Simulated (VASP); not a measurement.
BaTe, 6 atoms in the cell. The cell holds a slab with vacuum, 6 atoms: a = 4.822 Å, b = 4.822 Å, c = 24.844 Å, α = 90.00°, β = 90.00°, γ = 120.00°. 

- Program: VASP 6.6.1
- Task: relaxation of the atoms
- Functional: PBE
- Dispersion: D2
- Potentials or basis: VASP PAW PBE potentials, release 64 (Te, Ba_sv)
- Cutoff: 520 eV
- k mesh: 5 × 5 × 1
- Occupations: fermi-dirac, width 0.05 eV
- Spin: no spin polarisation
- Dipole correction: yes
- Atoms held fixed (from 0): [0, 3, 1]
- Further INCAR settings: ALGO = Normal; EDIFF = 1e-06; IBRION = 2; EDIFFG = -0.02; NSW = 60

Potentials or basis: VASP PAW PBE potentials, release 64 (Te, Ba_sv).

Launch:

```bash
$ cat potpaw_PBE.64/Te/POTCAR potpaw_PBE.64/Ba_sv/POTCAR > POTCAR
$ mpirun -np 1 vasp_std > vasp.out
```

Hardware: 1 thread of Intel(R) Xeon(R) 6975P-C (Granite Rapids) (shared host).

Q: How long does it take, and how much memory?

A: Run time: 17 min on 1 thread of Intel(R) Xeon(R) 6975P-C (Granite Rapids) (shared host), peak memory 0.58 GiB. Counts: scf iterations 156, k points 5, ion steps 13.
